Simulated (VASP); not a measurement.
Here is a VASP 6.6.1 calculation.

Contents of INCAR:

```
SYSTEM = PbSe
PREC = Accurate
ENCUT = 520
EDIFF = 1E-7
ISMEAR = 0
SIGMA = 0.01
LREAL = .False.
LASPH = .True.
NELM = 100
ALGO = Normal
ISIF = 2
LWAVE = .False.
LCHARG = .True.
GGA = PE
LELF = .True.
LVHAR = .True.
NBANDS = 17
```

The input KPOINTS:

```
Automatic mesh
0
Gamma
  8 8 8
  0 0 0
```

Contents of POSCAR:

```
PbSe
1.0
    0.0000000000      3.0696893642      3.0696893642
    3.0696893642      0.0000000000      3.0696893642
    3.0696893642      3.0696893642      0.0000000000
Pb Se
1 1
Direct
    0.0000000000      0.0000000000      0.0000000000
    0.5000000000      0.5000000000      0.5000000000
```

Potentials or basis: VASP PAW PBE potentials, release 64 (Pb_d, Se).

Launch:

```console
$ cat potpaw_PBE.64/Pb_d/POTCAR potpaw_PBE.64/Se/POTCAR > POTCAR
$ mpirun -np 1 vasp_std > vasp.out
```

What does it give for the pressure?

1.9 GPa.

Predict the band gap on the k mesh.

0.32 eV, direct.

Caveat: spin-orbit coupling is left out, which moves the levels of the heavy elements.

**Measured values to compare with.**

From a printed reference work, monograph, for a bulk crystal of PbSe at 300 K: band gap 0.28 eV (direct).

A measured gap of PbSe is 0.28 eV (direct; 300 K; a printed reference work, monograph); the calculated 0.32 eV misses it by +0.04 eV. 2 values of this kind are on record (0.15 to 0.28 eV); this one was drawn at random. Spin-orbit coupling on Pb, Se is left out. The value is that of PBE on a finite k mesh, which can miss the band edges, without temperature or zero-point motion.
